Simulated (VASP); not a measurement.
**Re: relaxation of shape and atoms at fixed volume with LDA**

The system is Re.

```xyz
2
Lattice="2.7201 0.0000 0.0000 -1.3601 2.3557 0.0000 0.0000 0.0000 4.4029" Properties=species:S:1:pos:R:3 pbc="T T T"
Re    0.0000    1.5705    1.1007
Re    1.3601    0.7852    3.3022
```

The cell isn't the ideal one: a relaxed cell with its volume scaled by 0.98.

- Program: VASP 6.6.1
- Task: relaxation of shape and atoms at fixed volume
- Functional: LDA
- Potentials or basis: VASP PAW LDA potentials, release 64 (Re)
- Cutoff: 600 eV
- k mesh: 15 × 15 × 8
- Occupations: methfessel-paxton, width 0.1 eV
- Spin: no spin polarisation
- Further INCAR settings: ALGO = Fast; EDIFF = 1e-07; IBRION = 2; EDIFFG = -0.01; NSW = 40; ISIF = 4

```
Pressure after relaxing : 8.8 GPa
Band gap on the k mesh  : none (metal or under the smearing width)
```

Final structure:
```
Re
1.0
     2.72011    0.00000    0.00000
    -1.36006    2.35569    0.00000
     0.00000    0.00000    4.40295
Re
2
Direct
  0.33333 0.66667 0.25000
  0.66667 0.33333 0.75000
```

Levels at points of the mesh, in eV from the Fermi level:
| k point | band 5 | band 6 | band 7 | band 8 | band 9 | band 10 |
| --- | --- | --- | --- | --- | --- | --- |
| (0.00, 0.00, 0.00) | -1.69 | -0.80 | -0.80 | 0.21 | 0.21 | 0.85 |
| (0.00, 0.00, 0.50) | -1.82 | -1.82 | -1.82 | -1.82 | 2.71 | 2.71 |

Wall time 48 s on 1 thread of Intel(R) Xeon(R) Platinum 8375C CPU @ 2.90GHz (Ice Lake) (shared host), peak memory 0.17 GiB.

Caveat: the relaxation stopped at its first step, so nothing moved. Spin-orbit coupling is left out, which matters for the levels of Re.
